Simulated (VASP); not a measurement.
# HCl (I4mm) in VASP: notebook, part 2 of 2

VASP 6.6.1. Earlier steps stand in the parts before.

**3. Phonons, PBEsol**

This run uses another cell than the first one, of 11.43 Å³/atom, 0.760 times its volume.

Contents of INCAR:

```
PREC     = Accurate       # precision mode
ENCUT    = 520            # plane-wave cutoff, eV
EDIFF    = 1E-8           # SCF threshold, eV
ISMEAR   = 0              # smearing method
SIGMA    = 0.01           # smearing width, eV
LREAL    = False          # projectors in reciprocal space
LASPH    = True           # aspherical terms in the spheres
NELM     = 100            # most SCF steps
ALGO     = Normal         # electronic algorithm
ISIF     = 2              # what is computed and relaxed
LWAVE    = False          # write WAVECAR
LCHARG   = False          # write CHGCAR
GGA      = PS             # functional
IBRION   = 8              # ionic algorithm
NSW      = 1              # ionic steps
LEPSILON = True           # dielectric tensor by DFPT
```

Contents of KPOINTS:

```
Automatic mesh
0
Gamma
  8 8 8
```

Contents of POSCAR:

```
HCl
1.0
   -1.5934970582      1.5934970595      2.2506588471
    1.5934970582     -1.5934970595      2.2506588471
    1.5934970582      1.5934970595     -2.2506588471
H Cl
1 1
Direct
    0.6888387641      0.6888387641      0.0000000000
    0.9791612359      0.9791612359      0.0000000000
```

Potentials or basis: VASP PAW PBE potentials, release 64 (H, Cl).

The run is started by

```
$ cat potpaw_PBE.64/H/POTCAR potpaw_PBE.64/Cl/POTCAR > POTCAR
$ mpirun -np 1 vasp_std > vasp.out
```

OUTCAR:

```text
PREC = Accurate
   ENCUT = 520
   EDIFF = 1E-8
   ISMEAR = 0
   LREAL = False
   LASPH = True
   NELM = 100
   ISIF = 2
   GGA = PS
   IBRION = 8
   NSW = 1
   LEPSILON = True

 ion  position               nearest neighbor table
   1  0.689  0.689  0.000-   2 1.31
   2  0.979  0.979  0.000-   1 1.31

  LATTYP: Found a body centered tetragonal cell.
 ALAT       =     3.1869941164
 C/A-ratio  =     1.4124022605

  Lattice vectors:

 A1 = (  -1.5934970582,   1.5934970595,   2.2506588471)
 A2 = (   1.5934970582,  -1.5934970595,   2.2506588471)
 A3 = (   1.5934970582,   1.5934970595,  -2.2506588471)

Analysis of symmetry for initial positions (statically):
=====================================================================
 Subroutine PRICEL returns:
 Original cell was already a primitive cell.

 Routine SETGRP: Setting up the symmetry group for a
 body centered tetragonal supercell.

 Subroutine GETGRP returns: Found  8 space group operations
 (whereof  8 operations were pure point group operations)
 out of a pool of 16 trial point group operations.

The static configuration has the point symmetry C_4v.

Analysis of symmetry for dynamics (positions and initial velocities):
=====================================================================
 Subroutine PRICEL returns:
 Original cell was already a primitive cell.

 Routine SETGRP: Setting up the symmetry group for a
 body centered tetragonal supercell.

 Subroutine GETGRP returns: Found  8 space group operations
 (whereof  8 operations were pure point group operations)
 out of a pool of 16 trial point group operations.

[... 532 lines left out ...]
  --------------------------------------------------------------------------------
  x     0.00000     0.00000     0.00000     0.00000     0.00000     0.08966
  y     0.00000     0.00000     0.00000     0.00000     0.08966     0.00000
  z     0.15342     0.15342    -0.32101     0.00000     0.00000     0.00000

 BORN EFFECTIVE CHARGES (including local field effects) (in |e|, cummulative output)
 ---------------------------------------------------------------------------------
 ion    1
    1     0.54228     0.00000     0.00000
    2     0.00000     0.54228     0.00000
    3     0.00000     0.00000     0.78933
 ion    2
    1    -0.54228     0.00000     0.00000
    2     0.00000    -0.54228     0.00000
    3     0.00000     0.00000    -0.78933

 INTERNAL STRAIN TENSOR FOR ION    2 for displacements in x,y,z  (eV/Angst):
          X           Y           Z          XY          YZ          ZX
  --------------------------------------------------------------------------------
  x     0.00000     0.00000     0.00000     0.00000     0.00000    -1.08795
  y     0.00000     0.00000     0.00000     0.00000    -0.14447     0.00000
  z    -0.74550    -0.74550   -31.04990     0.00000     0.00000     0.00000

 SECOND DERIVATIVES (NOT SYMMETRIZED)
 ------------------------------------
               1X          1Y          1Z          2X          2Y          2Z
  1X    -0.064644   -0.000000    0.000000    0.064644    0.000000    0.000000
  1Y     0.000000   -0.064644    0.000000   -0.000000    0.064644    0.000000
  1Z     0.000000    0.000000  -24.644493    0.000000    0.000000   24.644493
  2X     0.055090    0.000000    0.000000   -0.055090    0.000000    0.000000
  2Y     0.000000    0.055090    0.000000    0.000000   -0.055090    0.000000
  2Z     0.000000    0.000000   24.629305    0.000000    0.000000  -24.629305

 Eigenvectors and eigenvalues of the dynamical matrix
 ----------------------------------------------------

   1 f  =   78.695000 THz   494.455266 2PiTHz 2624.982640 cm-1   325.456222 meV
             X         Y         Z           dx          dy          dz
      0.000000  0.000000  3.100682     0.000000    0.000000    0.986197
      0.000000  0.000000  4.407516     0.000000    0.000000   -0.165578
[... 21 lines left out ...]
   6 f/i=    0.048744 THz     0.306270 2PiTHz    1.625938 cm-1     0.201591 meV
             X         Y         Z           dx          dy          dz
      0.000000  0.000000  3.100682    -0.000000   -0.153666    0.000000
      0.000000  0.000000  4.407516     0.000000   -0.988123    0.000000

--------------------------------------------------------------------------------------------------------

 MACROSCOPIC STATIC DIELECTRIC TENSOR IONIC CONTRIBUTION
 ------------------------------------------------------
          38.758988    -0.000000     0.000000
          -0.000000    38.758988     0.000000
           0.000000     0.000000     0.200180
 ------------------------------------------------------

 ELASTIC MODULI CONTR FROM IONIC RELAXATION (kBar)
 Direction    XX          YY          ZZ          XY          YZ          ZX
 --------------------------------------------------------------------------------
 XX          -1.2758     -1.2758    -59.4198      0.0000      0.0000      0.0000
 YY          -1.2758     -1.2758    -59.4198      0.0000      0.0000      0.0000
 ZZ         -59.4198    -59.4198  -2767.4724      0.0000      0.0000      0.0000
 XY           0.0000      0.0000      0.0000      0.0000      0.0000      0.0000
 YZ           0.0000      0.0000      0.0000      0.0000   -160.0407      0.0000
 ZX           0.0000      0.0000      0.0000      0.0000      0.0000   -787.2984
 --------------------------------------------------------------------------------

 PIEZOELECTRIC TENSOR IONIC CONTR  for field in x, y, z        (C/m^2)
          XX          YY          ZZ          XY          YZ          ZX
  --------------------------------------------------------------------------------
  x     0.00000     0.00000     0.00000     0.00000    -0.00000     5.19790
  y     0.00000     0.00000     0.00000     0.00000     2.34355    -0.00000
  z     0.01504     0.01504     0.70037     0.00000     0.00000     0.00000
```

OSZICAR:

```text
N       E                     dE             d eps       ncg     rms          rms(c)
DAV:   1     0.202600035769E+02    0.20260E+02   -0.40490E+03   952   0.852E+02
DAV:   2    -0.547096678693E+01   -0.25731E+02   -0.24893E+02  1336   0.118E+02
[... 179 lines left out ...]
RMM:   7    -0.178934333466E+00    0.12008E-04   -0.51883E-08  1569   0.202E-03    0.666E-04
RMM:   8    -0.178940555795E+00   -0.62223E-05   -0.85291E-09  1567   0.673E-04    0.165E-04
RMM:   9    -0.178940239609E+00    0.31619E-06   -0.19764E-09  1603   0.169E-04    0.602E-05
RMM:  10    -0.178939692812E+00    0.54680E-06    0.32183E-09  1670   0.621E-05    0.567E-06
RMM:  11    -0.178939775480E+00   -0.82669E-07   -0.12479E-08  1705   0.121E-05    0.254E-06
RMM:  12    -0.178939777770E+00   -0.22893E-08    0.91831E-09  1438   0.479E-06    0.156E-06
 Linear response finished
```

It took 2.4 min on 1 thread of AMD EPYC 9R45 (Zen 5), shared host; peak memory 0.18 GiB.

Results:

* Electronic dielectric tensor (diagonal): 3.65, 3.65, 3.80
* Born charges (mean of the diagonal): H +0.62; Cl -0.62 e
* Highest phonon frequency at Γ, LO-TO splitting left out: 2625 cm⁻¹

Phonon frequencies in cm⁻¹ (negative: imaginary):
```
              q point           frequencies
(0.000, 0.000, 0.000)  -2 -2 0 134 134 2625
```

Electronic dielectric tensor:
```
3.65 0.00 0.00
0.00 3.65 0.00
0.00 0.00 3.80
```

Born effective charge tensors (e):
atom 1, H
```
0.54 0.00 0.00
0.00 0.54 0.00
0.00 0.00 0.79
```
atom 2, Cl
```
-0.54  0.00  0.00
 0.00 -0.54  0.00
 0.00  0.00 -0.79
```

Caveat: the atoms weren't relaxed first, which shifts response properties; the PAW data sets were made with another functional, which shifts forces and pressure a little.

**4. Phonons, PBEsol**

This run uses another cell than the first one, of 8.86 Å³/atom, 0.589 times its volume.

Contents of INCAR:

```
SYSTEM = HCl
  PREC = Accurate
  ENCUT = 520
  EDIFF = 1E-8
  ISMEAR = 0
  SIGMA = 0.01
  LREAL = .FALSE.
  LASPH = .TRUE.
  NELM = 100
  ALGO = Normal
  ISIF = 2
  LWAVE = .FALSE.
  LCHARG = .TRUE.
  GGA = PS
  IBRION = 8
  NSW = 1
  LEPSILON = .TRUE.
```

Contents of KPOINTS:

```
regular mesh
0
G
  8 8 8
  0 0 0
```

Contents of POSCAR:

```
HCl
1.0
   -1.4582531968      1.4582532470      2.0826404211
    1.4582531968     -1.4582532470      2.0826404211
    1.4582531968      1.4582532470     -2.0826404211
H Cl
1 1
Direct
    0.6770682006      0.6770682006      0.0000000000
    0.9909317994      0.9909317994      0.0000000000
```

Potentials or basis: VASP PAW PBE potentials, release 64 (H, Cl).

The run is started by

```
$ cat potpaw_PBE.64/H/POTCAR potpaw_PBE.64/Cl/POTCAR > POTCAR
$ mpirun -np 1 vasp_std > vasp.out
```

OUTCAR:

```text
SYSTEM = HCl
   PREC = Accurate
   ENCUT = 520
   EDIFF = 1E-8
   ISMEAR = 0
   LREAL = .FALSE.
   LASPH = .TRUE.
   NELM = 100
   ISIF = 2
   GGA = PS
   IBRION = 8
   NSW = 1
   LEPSILON = .TRUE.

 ion  position               nearest neighbor table
   1  0.677  0.677  0.000-   2 1.31
   2  0.991  0.991  0.000-   1 1.31

  LATTYP: Found a body centered tetragonal cell.
 ALAT       =     2.9165063936
 C/A-ratio  =     1.4281747681

  Lattice vectors:

 A1 = (  -1.4582531968,   1.4582532470,   2.0826404211)
 A2 = (   1.4582531968,  -1.4582532470,   2.0826404211)
 A3 = (   1.4582531968,   1.4582532470,  -2.0826404211)

Analysis of symmetry for initial positions (statically):
=====================================================================
 Subroutine PRICEL returns:
 Original cell was already a primitive cell.

 Routine SETGRP: Setting up the symmetry group for a
[... 575 lines left out ...]

 SECOND DERIVATIVES (NOT SYMMETRIZED)
 ------------------------------------
               1X          1Y          1Z          2X          2Y          2Z
  1X     0.239470   -0.000000    0.000000   -0.239470    0.000000    0.000000
  1Y    -0.000000    0.239470    0.000000    0.000000   -0.239470    0.000000
  1Z     0.000000   -0.000000  -22.934633    0.000000    0.000000   22.934633
  2X    -0.238122    0.000000    0.000000    0.238122   -0.000000    0.000000
  2Y    -0.000000   -0.238122    0.000000    0.000000    0.238122   -0.000000
  2Z     0.000000   -0.000000   22.932373    0.000000    0.000000  -22.932373

 Eigenvectors and eigenvalues of the dynamical matrix
 ----------------------------------------------------

   1 f  =   75.916500 THz   476.997440 2PiTHz 2532.301875 cm-1   313.965277 meV
             X         Y         Z           dx          dy          dz
      0.000000  0.000000  2.820179     0.000000    0.000000    0.986190
      0.000000  0.000000  4.127509     0.000000    0.000000   -0.165620
[... 21 lines left out ...]
   6 f/i=    7.756804 THz    48.737439 2PiTHz  258.739143 cm-1    32.079551 meV
             X         Y         Z           dx          dy          dz
      0.000000  0.000000  2.820179     0.000000    0.986264    0.000000
      0.000000  0.000000  4.127509     0.000000   -0.165174    0.000000

--------------------------------------------------------------------------------------------------------

 MACROSCOPIC STATIC DIELECTRIC TENSOR IONIC CONTRIBUTION
 ------------------------------------------------------
           0.000000    -0.000000     0.000000
          -0.000000     0.000000    -0.000000
           0.000000    -0.000000     0.471066
 ------------------------------------------------------

 ELASTIC MODULI CONTR FROM IONIC RELAXATION (kBar)
 Direction    XX          YY          ZZ          XY          YZ          ZX
 --------------------------------------------------------------------------------
 XX          -2.2813     -2.2813    -84.2327      0.0000     -0.0000     -0.0000
 YY          -2.2813     -2.2813    -84.2327      0.0000     -0.0000     -0.0000
 ZZ         -84.2327    -84.2327  -3110.1922      0.0000     -0.0000     -0.0000
 XY           0.0000      0.0000      0.0000      0.0000      0.0000      0.0000
 YZ          -0.0000     -0.0000     -0.0000      0.0000     -0.0000     -0.0000
 ZX          -0.0000     -0.0000     -0.0000      0.0000     -0.0000     -0.0000
 --------------------------------------------------------------------------------

 PIEZOELECTRIC TENSOR IONIC CONTR  for field in x, y, z        (C/m^2)
          XX          YY          ZZ          XY          YZ          ZX
  --------------------------------------------------------------------------------
  x     0.00000     0.00000     0.00000     0.00000     0.00000     0.00000
  y    -0.00000    -0.00000    -0.00000     0.00000    -0.00000    -0.00000
  z     0.03085     0.03085     1.13896     0.00000     0.00000     0.00000
```

OSZICAR:

```text
N       E                     dE             d eps       ncg     rms          rms(c)
DAV:   1     0.197261445414E+02    0.19726E+02   -0.41711E+03   960   0.866E+02
DAV:   2    -0.479993468781E+01   -0.24526E+02   -0.23199E+02  1376   0.117E+02
DAV:   3    -0.513947271489E+01   -0.33954E+00   -0.33954E+00  1096   0.175E+01
DAV:   4    -0.514028992703E+01   -0.81721E-03   -0.81721E-03  1528   0.922E-01
[... 182 lines left out ...]
RMM:  10    -0.171404722902E+00    0.36419E-06   -0.33892E-08  1664   0.471E-05    0.636E-06
RMM:  11    -0.171404780399E+00   -0.57497E-07   -0.12018E-07  1685   0.132E-05    0.179E-06
RMM:  12    -0.171404792975E+00   -0.12576E-07    0.20424E-08  1414   0.746E-06    0.597E-07
RMM:  13    -0.171404793100E+00   -0.12497E-09    0.18034E-08   828   0.616E-06    0.191E-07
 Linear response finished
```

stdout:

```text
POSCAR found type information on POSCAR H Cl
 POSCAR found :  2 types and       2 ions
 scaLAPACK will be used
 -----------------------------------------------------------------------------
|                                                                             |
|                                                                             |
|     You enforced a specific xc type in the INCAR file but a different       |
[... 47 lines left out ...]
 force on displaced ion       2 direction 1 :   0.238   0.000   0.001
 Born effective charge ion    2 direction 1 :  -0.788   0.000  -0.000
 Linear response progress:
 first order change of Fermi-energy   0.12634E+01
 force on displaced ion       2 direction 3 :  -0.000  -0.000 -22.932
 Born effective charge ion    2 direction 3 :   0.000   0.000  -1.034
 Born effective charges drift removed
 Linear response finished
```

It took 2.2 min on 1 thread of AMD EPYC 9R45 (Zen 5), shared host; peak memory 0.16 GiB.

Results:

| Property | Result |
| --- | --- |
| Electronic dielectric tensor (diagonal) | 5.21, 5.21, 5.19 |
| Born charges (mean of the diagonal) | H +0.86; Cl -0.86 e |
| Highest phonon frequency at Γ, LO-TO splitting left out | 2532 cm⁻¹ |
| Most unstable mode | 259i cm⁻¹ |

Phonon frequencies in cm⁻¹ (negative: imaginary):
| q point | frequencies |
| --- | --- |
| (0.000, 0.000, 0.000) | -259 -259 0 0 0 2532 |

Electronic dielectric tensor:
```
5.21 0.00 0.00
0.00 5.21 0.00
0.00 0.00 5.19
```

Born effective charge tensors (e):
atom 1, H
```
0.78 0.00 0.00
0.00 0.78 0.00
0.00 0.00 1.03
```
atom 2, Cl
```
-0.78  0.00  0.00
 0.00 -0.78  0.00
 0.00  0.00 -1.03
```

Caveat: the k mesh is coarse (spacing up to 0.38 Å⁻¹), so the values aren't converged; the atoms weren't relaxed first, which shifts response properties; some modes are imaginary; the PAW data sets were made with another functional, which shifts forces and pressure a little.
